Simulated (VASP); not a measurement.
AgCl (strained database structure), PBE single-point calculation: Ansatz's output and VASP's

```yaml
crystal:
  lattice:
    - [3.91668, 0.00000, 0.19365]
    - [0.00000, 3.98595, 0.00000]
    - [-0.27301, 0.00000, 5.53753]
  atoms:
    - { symbol: Ag, position: [0.25005, 0.25000, 0.25000] }
    - { symbol: Ag, position: [0.74995, 0.75000, 0.75000] }
    - { symbol: Cl, position: [0.75004, 0.75000, 0.25000] }
    - { symbol: Cl, position: [0.24996, 0.25000, 0.75000] }
```

Ansatz printed

```
SCF 1 converged in 6 iterations: F = -17341.791813 eV  dr2 = 4.20e-9
  greatest PAW one-centre occupation: 1.000 electrons in one spin orbital (limit 2), on the Ag atom at site 1 (counted from 0), in its partial waves of l = 0
NSCF: frozen V_eff on 9 k-points
SCF converged after 6 iterations
Free energy (F): -17341.791813 eV
Harris-Foulkes:  -17341.791813 eV  (|F-HF|=4.57e-9)
Internal energy: -17341.791813 eV  (E = F + TS)
E sigma→0 (E₀):  -17341.791813 eV
Fermi energy:    8.325453 eV
--- Per-component energies (eV) ---
  E_band       = -727.519683
  E_kinetic    = 1378.230207
  E_local      = -6469.406252  (includes V_loc(G=0)·N_el)
  E_nonlocal   = 225.285096
  E_hartree    = 2837.114358
  E_xc         = -579.877359
  E_vxc        = -708.215031  (∫ρ·V_xc dr)
  E_paw        = -9129.713952  (= ΣΔE_a)
  E_vpaw       = -827.638272  (= ΣTr[D̂ρ^β])
  E_aug_tail   = 0.000814  (compensation charges beyond the density's cutoff)
  E_ewald      = -5603.424727
  E_smearing   = -0.000000  (= −TS)
  E_closure    = -0.000000  (closes the sum)
  Σ components = -17341.791813   (vs F -17341.791813, Δ=0.00e0)
--- Forces (eV/Å), atoms counted from 1 ---
  atom   1  Ag    -0.00007901     0.00000000    -0.00000378
  atom   2  Ag     0.00007901    -0.00000000     0.00000378
  atom   3  Cl    -0.00003645     0.00000000     0.00004157
  atom   4  Cl     0.00003645    -0.00000000    -0.00004157
  max |Σ_I F_I| component: 6.78e-21 eV/Å
--- Stress (GPa, compression-positive) ---
        0.894203       0.000000      -0.004346
        0.000000       0.708412       0.000000
       -0.004346       0.000000       0.965988
  P = ⅓ Tr σ = 0.8562 GPa (8.562 kbar)
--- Band table (eV; the first three rows and the last of 80) ---
  k-point 0: bands = ["-81.8125", "-81.8124", "-45.3515", "-45.3509", "-45.3498", "-45.3491", "-45.3486", "-45.3475", "-7.2032", "-6.7601", "3.6300", "4.8103", "4.9138", "5.1533", "5.4402", "5.4638", "5.4675", "5.5000", "5.5005", "5.5610", "5.5656", "5.6293", "5.6879", "5.9237", "5.9256", "6.0014", "8.7538", "10.2354", "15.7964", "16.4808", "18.4471"]
  k-point 1: bands = ["-81.8125", "-81.8124", "-45.3513", "-45.3508", "-45.3499", "-45.3492", "-45.3485", "-45.3475", "-7.1678", "-6.7827", "3.4946", "4.6734", "4.7909", "4.8872", "5.1743", "5.1981", "5.2463", "5.4492", "5.5124", "5.6751", "5.8048", "5.8491", "5.9804", "5.9851", "6.1566", "6.1857", "9.2373", "10.4789", "15.8772", "16.1289", "17.9840"]
  k-point 2: bands = ["-81.8125", "-81.8125", "-45.3509", "-45.3506", "-45.3501", "-45.3497", "-45.3483", "-45.3477", "-7.0743", "-6.8504", "3.3384", "3.9133", "4.7737", "4.8564", "4.9645", "5.0238", "5.2318", "5.3905", "5.5464", "5.6404", "6.0282", "6.0630", "6.0830", "6.0994", "6.4511", "6.4547", "10.3523", "11.0965", "15.3579", "16.1310", "16.7046"]
  k-point 79: bands = ["-81.8124", "-81.8124", "-45.3517", "-45.3517", "-45.3502", "-45.3502", "-45.3490", "-45.3490", "-6.7327", "-6.7327", "3.6966", "3.6966", "3.9517", "3.9517", "3.9747", "3.9747", "5.9115", "5.9115", "5.9122", "5.9122", "5.9202", "5.9202", "5.9222", "5.9222", "6.7123", "6.7123", "12.0684", "12.0684", "15.5954", "15.5954", "15.7481"]
```

The two codes use different PAW datasets and cutoffs. VASP's cell holds 36 valence electrons and Ansatz's 52. Ansatz's stress includes a Pulay correction; VASP's doesn't.

Task: What does VASP give for the same cell and level of theory?

Result: gap between bands v and c 0.89 eV; least direct gap 2.75 eV; pressure 0.7 GPa.

From OUTCAR

```
k-points           NKPTS =     80   k-points in BZ     NKDIM =     80   number of bands    NBANDS=     26

   NELECT =      36.0000    total number of electrons

   dimension x,y,z NGX =    30 NGY =   30 NGZ =   42
   dimension x,y,z NGXF=    60 NGYF=   60 NGZF=   84

  energy-cutoff  :      520.00
  volume of cell :       86.66
      direct lattice vectors                 reciprocal lattice vectors
     3.916676219  0.000000000  0.193645836     0.254697686  0.000000000  0.012557105
     0.000000000  3.985947171  0.000000000     0.000000000  0.250881398  0.000000000
    -0.273011163  0.000000000  5.537527335    -0.008906709  0.000000000  0.180146897

 k-points in reciprocal lattice and weights: KPOINTS created by Atomic Simulation Env
   0.00000000  0.00000000  0.00000000       0.005
   0.16666667  0.00000000 -0.00000000       0.009
   0.33333333  0.00000000  0.00000000       0.009
   0.50000000  0.00000000  0.00000000       0.005
   0.00000000  0.16666667  0.00000000       0.009
   0.16666667  0.16666667 -0.00000000       0.019
   0.33333333  0.16666667  0.00000000       0.019
   0.50000000  0.16666667  0.00000000       0.009
   ...

 E-fermi :   4.1294

 k-point     1 :       0.0000    0.0000    0.0000
  band No.  band energies     occupation
      1     -11.4245      2.00000
      2     -10.9812      2.00000
      3      -0.5936      2.00000
      4       0.5868      2.00000
      5       0.6902      2.00000
      6       0.9360      2.00000
      7       1.2236      2.00000
      8       1.2469      2.00000
      9       1.2506      2.00000
     10       1.2833      2.00000
     11       1.2841      2.00000
     12       1.3374      2.00000
     13       1.3422      2.00000
     14       1.4057      2.00000
     15       1.4715      2.00000
     16       1.7073      2.00000
     17       1.7094      2.00000
     18       1.7854      2.00000
     19       4.5321      0.00000
     20       6.0215      0.00000
     21      11.6357      0.00000
     22      12.2577      0.00000
     23      14.3781      0.00000
     24      14.4961      0.00000
     25      14.5696      0.00000
     26      14.9342      0.00000

 k-point     2 :       0.1667    0.0000   -0.0000
  band No.  band energies     occupation
      1     -11.3565      2.00000
      2     -10.9671      2.00000
      3      -0.5265      2.00000
      4      -0.0257      2.00000
      5       0.1491      2.00000
      6       0.3946      2.00000
      7       0.4470      2.00000
      8       0.8507      2.00000
      9       1.2436      2.00000
     10       1.2617      2.00000
     11       1.3337      2.00000
     12       1.6613      2.00000
     13       1.6830      2.00000
     14       1.7387      2.00000
     15       1.7562      2.00000
     16       1.9388      2.00000
     17       2.1121      2.00000
     18       2.3256      2.00000
     19       5.3591      0.00000
     20       6.6067      0.00000
     21      11.3479      0.00000
     22      12.0147      0.00000
     23      13.2656      0.00000
     24      13.5646      0.00000
     25      14.0292      0.00000
     26      14.4594      0.00000

 k-point     3 :       0.3333    0.0000    0.0000
  band No.  band energies     occupation
      1     -11.1929      2.00000
      2     -10.9614      2.00000
      3      -0.7895      2.00000
      4      -0.5669      2.00000
      5      -0.3288      2.00000
      6      -0.2754      2.00000
      7      -0.1361      2.00000
      8       0.3963      2.00000
      9       1.3621      2.00000
     10       1.4977      2.00000
     11       1.5005      2.00000
     12       1.6059      2.00000
     13       1.8681      2.00000
     14       1.8892      2.00000
     15       1.9291      2.00000
     16       2.0486      2.00000
     17       3.0278      2.00000
     18       3.2204      2.00000
     19       6.9284      0.00000
     20       7.8893      0.00000
     21      10.2147      0.00000
     22      11.4306      0.00000
     23      11.5878      0.00000
     24      12.0185      0.00000
     25      12.6201      0.00000
     26      12.6271      0.00000

 ...

  Total        0.4125001      0.3105133      0.4453793      0.0000000      0.0000000     -0.0020522
  in kB        7.6262711      5.7407461      8.2341384      0.0000000      0.0000000     -0.0379417
  external PRESSURE =       7.2003852 kB  Pullay stress =       0.0000000 kB

 POSITION                                       TOTAL-FORCE (eV/Angst)
 -----------------------------------------------------------------------------------
      0.91113      0.99649      1.43282        -0.000084      0.000000     -0.000004
      2.73253      2.98946      4.29835         0.000084      0.000000      0.000004
      2.86940      2.98946      1.52960        -0.000038      0.000000      0.000042
      0.77426      0.99649      4.20157         0.000038     -0.000000     -0.000042
 -----------------------------------------------------------------------------------
    total drift:                                0.000000     -0.000000     -0.000000

  FREE ENERGIE OF THE ION-ELECTRON SYSTEM (eV)
  ---------------------------------------------------
  free  energy   TOTEN  =       -10.7978758995 eV

  energy  without entropy=      -10.7978758995  energy(sigma->0) =      -10.79787590
```
